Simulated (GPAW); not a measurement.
The system is BAs.

```xyz
2
Lattice="0.0000 2.3885 2.3885 2.3885 0.0000 2.3885 2.3885 2.3885 0.0000" Properties=species:S:1:pos:R:3 pbc="T T T"
As    1.1943    1.1943    1.1943
B     0.0000    0.0000    0.0000
```

Program: GPAW 26.7.0. Alike in all runs: cell as given; k mesh 8 × 8 × 8; smearing fermi-dirac 0.05 eV.

Problem. Order these runs on this cell by their band gap on the k mesh, lowest first.
A. level TB-mBJ; potentials or basis GPAW PAW data sets for LDA (gpaw-data 1.2.1), pw; spin off; cutoff (eV) 800
B. level MS2; potentials or basis GPAW PAW data sets (gpaw-data 1.2.1), pw; spin SOC, no magnetisation; cutoff (eV) 800; band path GXWKGLUWLK,UX; band points 60; spin axis theta (degrees) 90; spin axis phi (degrees) 45
C. level PBEint; potentials or basis PAW data sets generated in the run's folder for this functional, pw; spin SOC, no magnetisation; cutoff (eV) 800; band path GXWKGLUWLK,UX; band points 80; spin axis theta (degrees) 0; spin axis phi (degrees) 0
D. level PBE; potentials or basis GPAW PAW data sets (gpaw-data 1.2.1), lcao:dzp; spin off; band path GXWKGLUWLK,UX; band points 80; grid spacing 0.2 Å

Solution. C (1.03 eV), D (1.27 eV), B (1.50 eV), A (1.76 eV).

Caveats: spin-orbit coupling was added after a scalar SCF, so levels and gaps hold it while energy, forces, pressure and moments don't (some runs); this program's spin-orbit splittings come out too wide for heavy elements (some runs); the basis of atomic orbitals isn't converged, which shifts pressures, moduli and gaps (some runs); a model potential gives levels but no total energy (some runs).

A k mesh can miss the band edges.

Not every run made on this cell is shown here.
